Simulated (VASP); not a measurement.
Input of a VASP 6.6.1 run:

The input INCAR:

```
SYSTEM = H3OF
PREC = Accurate
ENCUT = 520
EDIFF = 1E-7
ISMEAR = -1
SIGMA = 0.002
LREAL = Auto
LASPH = .True.
NELM = 80
ALGO = Normal
ISIF = 2
LWAVE = .False.
LCHARG = .False.
GGA = PE
IVDW = 12
NBANDS = 58
```

KPOINTS

```
regular mesh
0
Gamma
  1 1 1
  0 0 0
```

File POSCAR:

```
H3OF
1.0
    6.3496040000      0.0000000000      0.0000000000
    0.0000000000      6.3496040000      0.0000000000
    0.0000000000      0.0000000000      6.3496040000
F H O
5 15 5
Direct
    0.3090901417      0.0433727836      0.9219315094
    0.5265997691     -0.1284489552      0.6508594867
    0.8205236106      0.1877754896      1.1603085799
    0.9043083632      0.3154054962      0.8074519293
    0.5236547035      0.3794567346      0.2643629429
    0.3793464915     -0.0134339086      0.7913564373
    0.4455868429     -0.1524976991      0.5064567806
    0.8527775905      0.2565199342      0.9520751215
    0.9380584994      0.1747983024      0.6278659268
    0.6598521735      0.2970263972      0.2204546929
   -0.0614998983      0.6032187204      0.7016658047
    0.1152985289      0.7073039516      0.8401626306
    0.0334194069      0.5508217520      0.0746030776
    0.2614651244      0.4296960881      0.1117550008
    0.6616160630      0.6247633711      1.1295822543
    0.7187692335      0.8418005280      1.0731062914
    0.9249553200      1.0557981254      0.3980720687
    1.0231819181      0.8852993037      0.5975963225
    0.3851421285      0.9885025901      0.2515432458
    0.2848996567      0.7507869782      0.2356839891
    0.0545703323      0.6993349507      0.6942165212
    0.1815388802      0.5635627041      0.1066050733
    0.7808360962      0.7033509491      1.0708541824
    0.9801083658      1.0557823763      0.5381752941
    0.3736138506      0.8579275180      0.3311072628
```

Potentials or basis: VASP PAW PBE potentials, release 64 (F, H, O).

The run is started by

```bash
$ cat potpaw_PBE.64/F/POTCAR potpaw_PBE.64/H/POTCAR potpaw_PBE.64/O/POTCAR > POTCAR
$ mpirun -np 1 vasp_gam > vasp.out
```

**Question.** Predict the band gap on the k mesh.

**Answer.** 5.30 eV, direct.

**Question.** What does it give for the dispersion energy per atom?

**Answer.** -0.033 eV.

Stress tensor (GPa, compression positive):
```
 0.33  0.33  0.15
 0.33 -1.03  0.56
 0.15  0.56  0.06
```

PBE gaps usually lie below the measured ones, often by a third to a half.
